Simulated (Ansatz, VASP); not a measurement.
# C (diamond) in two plane-wave programs

One calculation is typed for both programs; each brings its own data sets. How far apart do they land? The cell is taken from a series of runs on this material, whose earlier steps may have relaxed, scaled, displaced or heated it; both programs get it as it stands.

Method: plane waves, with VASP 6.6.1 beside it; single point at HSE06, in Ansatz 0.2.0.

### Step 1. The structure

It takes space group Fd-3m (No. 227, cubic). Conventional cell: a = 3.554 Å, b = 3.554 Å, c = 3.554 Å, α = 90.00°, β = 90.00°, γ = 90.00°. Nearest to C lie 4 C at 1.54 Å.

As a file:

```cif
data_structure
_symmetry_space_group_name_H-M 'Fd-3m:1'
_symmetry_Int_Tables_number 227
_cell_length_a 3.5538
_cell_length_b 3.5538
_cell_length_c 3.5538
_cell_angle_alpha 90.000
_cell_angle_beta 90.000
_cell_angle_gamma 90.000
_cell_volume 44.88
loop_
_atom_site_label
_atom_site_type_symbol
_atom_site_symmetry_multiplicity
_atom_site_Wyckoff_symbol
_atom_site_fract_x
_atom_site_fract_y
_atom_site_fract_z
_atom_site_occupancy
C1 C 8 b 0.00000 0.00000 0.50000 1
```

### Step 2. VASP: single point, HSE06

With cell and atoms fixed, the geometry can't cause a difference; cores, projectors, grids and the points listed under the comparison can.

Lines of VASP's logs that name or quote its potential files are left out, and so is its time.

The run reads the wave functions of an earlier VASP run, which isn't shown here.

File INCAR:

```
SYSTEM = C
PREC = Accurate
ENCUT = 520
EDIFF = 1E-06
NELM = 100
ISMEAR = -1
SIGMA = 0.01
LREAL = .FALSE.
ALGO = Normal
LHFCALC = .TRUE.
AEXX = 0.25
GGA = PE
HFSCREEN = 0.208
LASPH = .TRUE.
NBANDS = 10
PRECFOCK = Fast
LORBIT = 11
LWAVE = .FALSE.
LCHARG = .FALSE.
KPAR = 8
ISIF = 2
```

File POSCAR:

```
C
1.0
    0.0000000000      1.7769040476      1.7769040476
    1.7769040476      0.0000000000      1.7769040476
    1.7769040476      1.7769040476      0.0000000000
C
2
Direct
    0.0000000000      0.0000000000      0.0000000000
    0.2500000000      0.2500000000      0.2500000000
```

File KPOINTS:

```
Automatic mesh
0
Gamma
9 9 9
0 0 0
```

PAW data sets: C (PBE family, release 64).

Launch:

```bash
> mpirun -np 8 vasp_std
```

Numbers of over 12 decimals in the logs are rounded to 6 here.

The program printed:

```text
[banner, memory and clock lines left out]
running    8 mpi-ranks, on    1 nodes
 distrk:  each k-point on    1 cores,    8 groups
 distr:  one band on    1 cores,    1 groups

 POSCAR found type information on POSCAR C
 POSCAR found :  1 types and       2 ions
|                                                                             |
|           W    W    AA    RRRRR   N    N  II  N    N   GGGG   !!!           |
|           W    W   A  A   R    R  NN   N  II  NN   N  G    G  !!!           |
|           W    W  A    A  R    R  N N  N  II  N N  N  G       !!!           |
|           W WW W  AAAAAA  RRRRR   N  N N  II  N  N N  G  GGG   !            |
|           WW  WW  A    A  R   R   N   NN  II  N   NN  G    G                |
|           W    W  A    A  R    R  N    N  II  N    N   GGGG   !!!           |
|                                                                             |
|     For optimal performance we recommend to set                             |
|       NCORE = 2 up to number-of-cores-per-socket                            |
|     NCORE specifies how many cores store one orbital (NPAR=cpu/NCORE).      |
|     This setting can greatly improve the performance of VASP for DFT.       |
|     The default, NCORE=1 might be grossly inefficient on modern             |
|     multi-core architectures or massively parallel machines. Do your        |
|     Unfortunately you need to use the default for GW and RPA                |
|     calculations (for HF NCORE is supported but not extensively tested      |
|     yet).                                                                   |
|                                                                             |

 LDA part: xc-table for (Slater+PW92), standard interpolation
 found WAVECAR, reading the header
 POSCAR, INCAR and KPOINTS ok, starting setup
 FFT: planning ... GRIDC
 FFT: planning ... GRID_SOFT
 FFT: planning ... GRID
 reading WAVECAR
 the WAVECAR file was read successfully
 initial charge from wavefunction
 entering main loop
       N       E                     dE             d eps       ncg     rms          rms(c)
DAV:   1    -0.210525252070E+02   -0.21053E+02   -0.28179E-01   724   0.414E+00    0.716E-01
DAV:   2    -0.210528688475E+02   -0.34364E-03   -0.14015E-03   760   0.320E-01    0.448E-01
DAV:   3    -0.210523186667E+02    0.55018E-03   -0.35406E-04   748   0.155E-01    0.242E-01
DAV:   4    -0.210521700165E+02    0.14865E-03   -0.10783E-04   718   0.893E-02    0.130E-01
DAV:   5    -0.210521295597E+02    0.40457E-04   -0.25558E-05   722   0.439E-02    0.702E-02
DAV:   6    -0.210521178019E+02    0.11758E-04   -0.61973E-06   752   0.222E-02    0.379E-02
DAV:   7    -0.210521144234E+02    0.33785E-05   -0.14969E-06   676   0.112E-02    0.208E-02
DAV:   8    -0.210521133862E+02    0.10372E-05   -0.39896E-07   356   0.601E-03    0.114E-02
DAV:   9    -0.210521130699E+02    0.31633E-06   -0.13161E-07   350   0.375E-03
   1 F= -.21052113E+02 E0= -.21052113E+02  d E =-.525259E-14
```

From OUTCAR (step 2):

```text
ion  position               nearest neighbor table
   1  0.000  0.000  0.000-   2 1.54   2 1.54   2 1.54   2 1.54
   2  0.250  0.250  0.250-   1 1.54   1 1.54   1 1.54   1 1.54

  LATTYP: Found a face centered cubic cell.
 ALAT       =     3.5538080952

 Subroutine GETGRP returns: Found 48 space group operations
 (whereof 24 operations were pure point group operations)

The static configuration has the point symmetry T_d .
 The point group associated with its full space group is O_h .

 Found     35 irreducible k-points:

   k-points           NKPTS =     35   k-points in BZ     NKDIM =    729   number of bands    NBANDS=     10

   dimension x,y,z NGX =    20 NGY =   20 NGZ =   20
   dimension x,y,z NGXF=    40 NGYF=   40 NGZF=   40

   ENCUT  =  520.0 eV  38.22 Ry    6.18 a.u.   4.67  4.67  4.67*2*pi/ulx,y,z

   NELECT =       8.0000    total number of electrons

 k-points in reciprocal lattice and weights: Automatic mesh
   0.00000000  0.00000000  0.00000000       0.001
   0.11111111  0.00000000  0.00000000       0.011
   0.22222222  0.00000000  0.00000000       0.011
   0.33333333  0.00000000  0.00000000       0.011
   0.44444444  0.00000000  0.00000000       0.011
   0.11111111  0.11111111  0.00000000       0.008
   0.22222222  0.11111111  0.00000000       0.033
   0.33333333  0.11111111  0.00000000       0.033
   0.44444444  0.11111111  0.00000000       0.033
[...]
-0.33333333  0.44444444  0.11111111       0.033
  -0.33333333  0.44444444  0.22222222       0.033

  exchange ACFDT corr.  =         0.00000000  see jH, gK, PRB 81, 115126

 average (electrostatic) potential at core
       1 -41.4891       2 -41.4891

 E-fermi :   9.5376

 k-point     1 :       0.0000    0.0000    0.0000
  band No.  band energies     occupation
      1     -14.4208      2.00000
      2       9.2696      2.00000
      3       9.2696      2.00000
      4       9.2696      2.00000
      5      16.2724      0.00000
      6      16.2724      0.00000
      7      16.2724      0.00000
      8      24.7921      0.00000
      9      30.2612      0.00000
    ...

 k-point     2 :       0.1111    0.0000    0.0000
  band No.  band energies     occupation
      1     -14.0484      2.00000
      2       7.1030      2.00000
      3       8.6950      2.00000
      4       8.6950      2.00000
      5      17.0351      0.00000
      6      17.0351      0.00000
      7      17.4208      0.00000
      8      25.0945      0.00000
      9      30.8719      0.00000
    ...

 k-point     3 :       0.2222    0.0000    0.0000
  band No.  band energies     occupation
      1     -12.9394      2.00000
      2       3.0582      2.00000
      3       7.6148      2.00000
      4       7.6148      2.00000
      5      18.3929      0.00000
      6      18.3929      0.00000
      7      18.7695      0.00000
      8      25.8837      0.00000
      9      31.7736      0.00000
    ...

  Total       -0.1659706     -0.1659706     -0.1659706     -0.0000000      0.0000000      0.0000000
  in kB      -23.6984370    -23.6984370    -23.6984370     -0.0000000      0.0000000      0.0000000
  external PRESSURE =     -23.6984370 kB  Pullay stress =       0.0000000 kB

  energy-cutoff  :      520.00
  volume of cell :       11.22
      direct lattice vectors                 reciprocal lattice vectors
     0.000000000  1.776904048  1.776904048    -0.281388295  0.281388295  0.281388295
     1.776904048  0.000000000  1.776904048     0.281388295 -0.281388295  0.281388295
     1.776904048  1.776904048  0.000000000     0.281388295  0.281388295 -0.281388295

 POSITION                                       TOTAL-FORCE (eV/Angst)
 -----------------------------------------------------------------------------------
      0.00000      0.00000      0.00000         0.000000      0.000000      0.000000
      0.88845      0.88845      0.88845        -0.000000     -0.000000     -0.000000
 -----------------------------------------------------------------------------------
    total drift:                                0.000000     -0.000000      0.000000

  FREE ENERGIE OF THE ION-ELECTRON SYSTEM (eV)
  ---------------------------------------------------
  free  energy   TOTEN  =       -21.0521130699 eV

  energy  without entropy=      -21.0521130699  energy(sigma->0) =      -21.05211307

 total charge
# of ion       s       p       d       tot
------------------------------------------
    1        0.836   1.753   0.000   2.589
    2        0.836   1.753   0.000   2.589
--------------------------------------------------
tot          1.672   3.507   0.000   5.178

[... 3 further parts left out ...]
```

The run ends at a pressure of -2.37 GPa.

### Step 3. Ansatz: single point, HSE06

Ansatz runs on its default PAW (the set named soft_2) files.

The same cell, functional, mesh and smearing now go to Ansatz.

File input.yaml:

```yaml
crystal:
  lattice:
    - [0.0, 1.7769040476, 1.7769040476]
    - [1.7769040476, 0.0, 1.7769040476]
    - [1.7769040476, 1.7769040476, 0.0]
  atoms:
    - { symbol: C, position: [0.0, 0.0, 0.0] }
    - { symbol: C, position: [0.25, 0.25, 0.25] }
basis:
  ecutwfc: 420
  xc_grid: 2
hamiltonian:
  xc: hse06
kpoints:
  mp_grid: { grid: [9, 9, 9] }
scf:
  occupations: { method: fermi_dirac, width: 0.01 }
  max_iter: 150
output:
  forces: true
  stress: true
checkpoint:
  write: "../C.hse06.run"
  compress: false
  write_wavefunctions: false
  write_every: 100000
```

Launch:

```bash
> ansatz run input.yaml --threads 8 --pin off --max-ram 13189MiB --backend cpu --events-out ev --progress --plain --runs-dir out
```

The program printed:

```text
Warning: output.stress: scf.convergence.dr2_threshold = 1e-7 eV (the SCF's general default) is looser than the 2e-10 eV advised for a printed stress (1e-10 eV for each atom of the cell: 2). What an SCF threshold leaves in a stress goes as its square root, and in the free energy as the threshold itself, and one threshold admits the most on a small cell: [figures from the program's tests cut] Set scf.convergence.dr2_threshold to 2e-10 eV or tighter. The threshold is an SCF's pass mark: one that does not reach it within its budget of iterations ends unconverged, or closes short of it on a stop that the run arms, and scf.convergence.dr2_threshold's page says what that costs each kind of run
Warning: output.stress: scf.exx.energy_threshold = 1e-6 eV is looser than the 2e-8 eV advised for a stress under a hybrid functional (1e-8 eV for each atom of the cell: 2). Every SCF of the exchange loop can meet its threshold on dr2 while the loop round them stops early: no threshold on dr2 bounds what that leaves in the stress. Set scf.exx.energy_threshold to 2e-8 eV or tighter. The threshold is the loop's pass mark: a loop that does not reach it within its budget of cycles ends unconverged, and scf.exx.energy_threshold's page has the law
Engine: ansatz 0.2.0, aarch64-unknown-linux-gnu
Pseudopotentials: kind: paw
Pseudopotential: C, paw, valence charge 4, recommended cutoff 420 eV (normal), C.paw.azcp
Functional definition: HSE06
  parameter a = 0.25
  parameter omega = 0.11/bohr
  exchange = pbe_x - a*pbe_x_sr(omega) + a*exact_x_sr(omega)
  correlation = pbe_c
Crystal: 2 atoms, lattice volume = 11.221 Å³
Basis set: ecut = 420 eV, 229 PW (Γ), exchange–correlation on 36×36×36 points (8 copies of the dense FFT grid, shifted against one another)
Bands: 8, of which v1, the nominal top of the filled ones, is band 4 counted from 1 (3 counted from 0)
Symmetry: 48 space group operations
Space group: Fd-3m (ITA 227), of the structure as read, at distance tolerance 2.2e-5 Å
k-points: 35 of 729
Non-local potential: C, projectors of the file, l = 0: 2, l = 1: 2, l = 2: 1
PAW form: soft (Blöchl's): semilocal exchange-correlation on the pseudo side does not see the compensation charge
PAW frozen core: C, regenerated for the run's functional, and the local potential with it (the file was generated under x = pbe(κ = 0.804, μ = 0.219515), c = pbe(β = 0.066725))
PAW one-centre angular grid: C, 110 points (default); XC on 64 Gauss nodes
Initial density: superposition of atomic densities (neutral atoms: chi_scale 0, normalization atom), corrected by the library's trained network
Initial wavefunctions: pseudopotential atomic-orbital guess
Functional: x = pbe(κ = 0.804, μ = 0.219515), c = pbe(β = 0.066725), warm-up for x = pbe(κ = 0.804, μ = 0.219515) + 0.25 (exact − pbe) at short range (hse, ω = 0.207870 Å⁻¹), c = pbe(β = 0.066725); HSE06 as pw.x's `hse` composes it (authors' and Libxc's form: `xc: wpbeh`)
SCF iter   1: F=—  HF=-501.611739 eV  |F-HF|=—  |Δ(HF+E_count)|=         —  Δρ=1.64e-3  dr2=5.12e-5  ethr=1.77e-3  ⟨swp⟩=2.0  Hψ=1759  notcnv=0
preconditioner: auto → none  [insulator: Δε(μ)=4.190 eV  Ē_g=19.794 eV  σ=0.010 eV  W_gap=1.00  n_scr=0 (ndim 8)  ℏωp=31.4 eV  f_vac=0.000  D(μ)=0.00/eV (n_scr^D=0)]
SCF iter   2: F=-501.611968 eV  HF=-501.611908 eV  |F-HF|=5.99e-5  |Δ(HF+E_count)|=   1.69e-4  Δρ=8.34e-4  dr2=1.21e-5  ethr=6.41e-7  ⟨swp⟩=2.3  Hψ=531  notcnv=0
SCF 1 stopped early in 2 iterations: F = -501.611968 eV  dr2 = 1.21e-5
  greatest PAW one-centre occupation: 0.646 electrons in one spin orbital (limit 2), on the C atom at site 1 (counted from 0), in its partial waves of l = 0
Initial density: handed on by an earlier stage of this run
Initial wavefunctions: those handed on with the density
Functional: x = pbe(κ = 0.804, μ = 0.219515) + 0.25 (exact − pbe) at short range (hse, ω = 0.207870 Å⁻¹), c = pbe(β = 0.066725); HSE06 as pw.x's `hse` composes it (authors' and Libxc's form: `xc: wpbeh`)
Exchange kernel: α = 0.2500, screened, ω = 0.2079 Å⁻¹, Wigner–Seitz truncation, v(0) = 1046.2525 eV·Å³, q-mesh 9×9×9, nearest image of the exchange supercell L = 22.62 Å, pair-density grid 12×12×12, without the augmentation charges, whose exchange is taken in its separable form by FFT convolution over the k-point mesh (sized by the pseudopotential files, 15×15×15 at the most), smooth part of the exact exchange by density-matrix convolution
Frozen-core exchange: fock
SCF iter   1: F=—  HF=-501.767369 eV  |F-HF|=—  |Δ(HF+E_count)|=         —  Δρ=9.97e-3  dr2=4.63e-3  ethr=1.51e-6  ⟨swp⟩=5.7  Hψ=1340  notcnv=0
preconditioner: auto → none  [insulator: Δε(μ)=5.290 eV  Ē_g=22.368 eV  σ=0.010 eV  W_gap=1.00  n_scr=0 (ndim 8)  ℏωp=31.4 eV  f_vac=0.000  D(μ)=0.00/eV (n_scr^D=0)]
SCF iter   2: F=—  HF=-501.765558 eV  |F-HF|=—  |Δ(HF+E_count)|=   1.81e-3  Δρ=4.22e-3  dr2=7.36e-4  ethr=1.51e-6  ⟨swp⟩=3.0  Hψ=835  notcnv=0
SCF iter   3: F=—  HF=-501.767034 eV  |F-HF|=—  |Δ(HF+E_count)|=   1.48e-3  Δρ=8.91e-4  dr2=2.62e-5  ethr=1.51e-6  ⟨swp⟩=3.2  Hψ=808  notcnv=0
iter 4 solved again at ethr=9.62e-9 eV; its pass at ethr=3.06e-7 eV (dr2=7.70e-7 eV) is discarded
SCF iter   4: F=—  HF=-501.767024 eV  |F-HF|=—  |Δ(HF+E_count)|=   9.70e-6  Δρ=1.51e-4  dr2=2.04e-6  ethr=9.62e-9  ⟨swp⟩=2.0  Hψ=850  notcnv=0
SCF iter   5: F=-501.767037 eV  HF=-501.767037 eV  |F-HF|=2.00e-7  |Δ(HF+E_count)|=   1.26e-5  Δρ=7.25e-5  dr2=3.71e-7  ethr=9.47e-9  ⟨swp⟩=3.0  Hψ=575  notcnv=0
SCF 2 stopped early in 5 iterations: F = -501.767037 eV  dr2 = 3.71e-7
  greatest PAW one-centre occupation: 0.649 electrons in one spin orbital (limit 2), on the C atom at site 1 (counted from 0), in its partial waves of l = 0
hybrid outer 1: dexx = +1.987e-3 eV, tail = 9.56e-6 eV
Exchange kernel: α = 0.2500, screened, ω = 0.2079 Å⁻¹, Wigner–Seitz truncation, v(0) = 1046.2525 eV·Å³, q-mesh 9×9×9, nearest image of the exchange supercell L = 22.62 Å, pair-density grid 12×12×12, without the augmentation charges, whose exchange is taken in its separable form by FFT convolution over the k-point mesh (sized by the pseudopotential files, 15×15×15 at the most), smooth part of the exact exchange by density-matrix convolution
Frozen-core exchange: fock
SCF iter   1: F=—  HF=-501.767078 eV  |F-HF|=—  |Δ(HF+E_count)|=         —  Δρ=7.73e-5  dr2=3.37e-7  ethr=5.97e-7  ⟨swp⟩=3.0  Hψ=678  notcnv=0
preconditioner: auto → none  [insulator: Δε(μ)=5.350 eV  Ē_g=22.373 eV  σ=0.010 eV  W_gap=1.00  n_scr=0 (ndim 8)  ℏωp=31.4 eV  f_vac=0.000  D(μ)=0.00/eV (n_scr^D=0)]
SCF iter   2: F=—  HF=-501.767078 eV  |F-HF|=—  |Δ(HF+E_count)|=   8.16e-8  Δρ=1.55e-5  dr2=1.27e-8  ethr=3.43e-9  ⟨swp⟩=3.0  Hψ=525  notcnv=0
SCF iter   3: F=-501.767078 eV  HF=-501.767078 eV  |F-HF|=3.16e-9  |Δ(HF+E_count)|=   9.40e-8  Δρ=8.52e-6  dr2=4.73e-9  ethr=4.79e-11  ⟨swp⟩=3.6  Hψ=709  notcnv=0
SCF 3 converged in 3 iterations: F = -501.767078 eV  dr2 = 4.73e-9
  Residual-converged pass: ⟨swp⟩=2.0  Hψ=420  notcnv=0  max |occ|·‖R‖ = 2.0e-6 eV (tolerance 2.4e-6 eV)  dr2=4.71e-9  dr2_onsite=2.12e-10  max |Δocc| = 0.0e0
hybrid outer 2: dexx = +1.611e-7 eV, tail = 1.38e-8 eV, Δε = 2.39e-3 eV (about 9.18e-5 eV left of the loop's levels)
hybrid SCF converged: 2 outer / 8 inner (+2 warm-up), last move |dexx| = 1.61e-7 eV, tail = 1.38e-8 eV
Stability not checked: this state was not tested for a lower state beside it, because the functional holds exact exchange (a hybrid, or Hartree-Fock), whose exchange loop this test does not read (fock_operator; see scf.lower_state_search)
Free energy (F): -501.767078 eV
Frozen-core exchange: fock
Harris-Foulkes:  -501.767078 eV  (|F-HF|=3.16e-9)
Internal energy: -501.767078 eV  (E = F + TS)
E sigma→0 (E₀):  -501.767078 eV
Fermi energy:    15.563810 eV
--- Per-component energies (eV) ---
  E_band       = 23.822001
  E_kinetic    = 184.773911
  E_local      = -119.867930  (includes V_loc(G=0)·N_el)
  E_nonlocal   = 52.370069
  E_hartree    = 26.309550
  E_xc         = -79.070485
  E_vxc        = -97.165432  (∫ρ·V_xc dr)
  E_exx        = -18.358047  (= α·E_x^exact, valence–valence)
  E_paw        = -198.662170  (= ΣΔE_a)
  E_vpaw       = -12.192129  (= ΣTr[D̂ρ^β])
  E_aug_tail   = 0.000016  (compensation charges beyond the density's cutoff)
  E_ewald      = -349.227555
  E_core_change = -0.034436  (= ΣΔE_core)
  E_smearing   = -0.000000  (= −TS)
  E_closure    = 0.000000  (closes the sum)
  Σ components = -501.767078   (vs F -501.767078, Δ=5.68e-14)
--- Forces (eV/Å), atoms counted from 1 ---
  atom   1  C      0.00000000     0.00000000     0.00000000
  atom   2  C      0.00000000     0.00000000    -0.00000000
  max |Σ_I F_I| component: 9.25e-17 eV/Å
--- Stress (GPa, compression-positive) ---
       -3.292659       0.000000      -0.000000
       -0.000000      -3.292659       0.000000
        0.000000       0.000000      -3.292659
  P = ⅓ Tr σ = -3.2927 GPa (-32.927 kbar)
--- Band table (eV; the first three rows and the last of 35) ---
  k-point 0: bands = ["-10.7913", "12.8924", "12.8924", "12.8924", "19.9027", "19.9027"]
  k-point 1: bands = ["-10.4192", "10.7257", "12.3175", "12.3175", "20.6645", "20.6645"]
  k-point 2: bands = ["-9.3110", "6.6821", "11.2353", "11.2353", "22.0224", "22.0224"]
  k-point 34: bands = ["-1.7868", "0.6487", "3.4004", "4.8376", "24.4572", "24.4669"]
  guard bands above this table: 2 of the run's 8 bands. The solve was not asked for them (output.publish_guard_bands: true or output.eigenvalues: true publishes all)
```

The run ends at a pressure of -3.29 GPa.

### Step 4. Side by side

Known differences besides the potentials themselves: exact exchange at q = 0 is treated differently, which shows on coarse meshes; VASP keeps PBE cores, Ansatz makes them for the functional; the cutoff is 420 eV in Ansatz and 520 eV in VASP; VASP takes a coarser grid for exact exchange (PRECFOCK = Fast). Total energies have different zeros and are not compared.

Both answers:

```csv
quantity,Ansatz,VASP,difference
pressure (GPa),-3.29,-2.37,-0.92
gap on the k mesh (eV),5.350,5.341,+0.009
```

A gap on the mesh is an upper bound, since the band edges may lie between its points.

### Step 5. What came out

```yaml
difference_in_gap_on_the_k_mesh_single_point_hse06: 0.0090 eV
difference_in_pressure_single_point_hse06: -0.92 GPa
```

**Reading.** The difference in pressure is -0.92 GPa (single point, HSE06), within the 1 GPa picked in this series as the mark of a large difference. How closely two codes agree says nothing of how well the functional describes the real material.

[Lines on the potential files, build, host, timing and source positions are cut from VASP's logs without a mark.]

[Logs are printed without paths, hosts, clocks, repeated set-up lines and the standing remarks that a program may print on its own settings, such as how far it seeks lower states.]

[Hosts, paths, dates, database ids (printed as entryN), source tags and the programs' standing remarks are cut or masked in the printed files.]
